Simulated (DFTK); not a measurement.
Runs of DFTK 0.8.2 on BP. It takes space group F-43m (No. 216, cubic). The conventional cell has a = 4.538 Å, b = 4.538 Å, c = 4.538 Å, α = 90.00°, β = 90.00°, γ = 90.00°. P (site symmetry -43m) is surrounded by 4 B at 1.97 Å. Around B (site symmetry -43m) lie 4 P at 1.97 Å. 

```csv
level,gap on the mesh (eV),pressure (GPa)
BJ06,1.47,-
RPBE,1.34,1.1
LDA,1.11,-1.1
PBEsol,1.13,-1.1
WC,1.16,-1.1
BLYP,(a),4.5
AM05,1.13,-1.0
r2SCAN,(b),-0.5
```

Alike in all rows: task band structure; potentials or basis SG15 1.2 (PBE); no spin polarisation; cell as given; k mesh 10 × 10 × 10; cutoff (eV) 1225; smearing fermi-dirac 0.05 eV.

Problem. Fill in the values left out.

Solution. (a) 1.57; (b) 1.41.

Caveats: the potentials were made for another functional, which shifts forces and pressure; the program leaves the constant c of mgga_x_tb09 at 1, so the potential is Becke-Johnson's (BJ06) and not Tran and Blaha's, with levels but no total energy (some runs).

Runs at the PBE level aren't shown here.
